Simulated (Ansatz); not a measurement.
Here is an Ansatz 0.2.0 calculation.

File input.yaml:

```yaml
crystal:
  lattice:
    - [6.33, 0.0, 0.0]
    - [0.0, 3.469, 0.0]
    - [-0.9467947088, 0.0, 13.8276237937]
  atoms:
    - { symbol: Te, position: [0.9437, 0.75, 0.6045] }
    - { symbol: Te, position: [0.0563, 0.25, 0.3955] }
    - { symbol: Te, position: [0.903, 0.25, 0.8514] }
    - { symbol: Te, position: [0.097, 0.75, 0.1486] }
    - { symbol: Te, position: [0.4112, 0.75, 0.8955] }
    - { symbol: Te, position: [0.5888, 0.25, 0.1045] }
    - { symbol: Te, position: [0.4432, 0.25, 0.6484] }
    - { symbol: Te, position: [0.5568, 0.75, 0.3516] }
    - { symbol: Mo, position: [0.8167, 0.75, 0.9926] }
    - { symbol: Mo, position: [0.1833, 0.25, 0.0074] }
    - { symbol: Mo, position: [0.6819, 0.25, 0.4934] }
    - { symbol: Mo, position: [0.3181, 0.75, 0.5066] }
hamiltonian:
  xc: pbesol
  pseudopotentials: { kind: paw }
  dispersion: d3bj
kpoints:
  mp_grid: { grid: [4, 8, 2] }
scf:
  occupations: { method: fermi_dirac, width: 0.05 }
output:
  forces: true
  stress: true
relax:
  f_tol: 0.01
  max_steps: 40
  cell: { stress_tol: 0.05 }
```

Potentials or basis: Ansatz PAW.

The run is started by

```sh
$ ansatz run input.yaml --threads 4 --pin off --max-ram 11264MiB --backend cpu --events-out ev --progress --plain --runs-dir out
```

Problem. Predict the space group after relaxing (to 0.05 Å).

Solution. P2_1/m (No. 11).

Problem. What does it give for the relaxed cell?

Solution. a = 6.269 Å, b = 3.417 Å, c = 12.876 Å, α = 90.00°, β = 94.33°, γ = 90.00°.

Problem. Estimate the relaxed volume.

Solution. 22.92 Å³/atom.

The path:
```tsv
step	energy change (eV)	largest force (eV/Å)	volume (Å³)
1	0.0000	0.2267	303.64
2	-0.0153	0.9772	264.67
3	-0.4248	0.3959	275.46
4	-0.4580	0.2033	277.14
5	-0.4672	0.0917	275.16
6	-0.4686	0.0182	275.06
7	-0.4686	0.0035	275.05
8	-0.4633	0.0035	275.05
```

Caveat: the plane-wave basis is chosen anew once the cell has moved, so the energies of steps on either side of that aren't comparable; the PAW data sets come from PBE, with cores solved anew for the run's functional, which leaves a small shift of forces and pressure. Spin-orbit coupling is left out, which matters for the levels of Te.
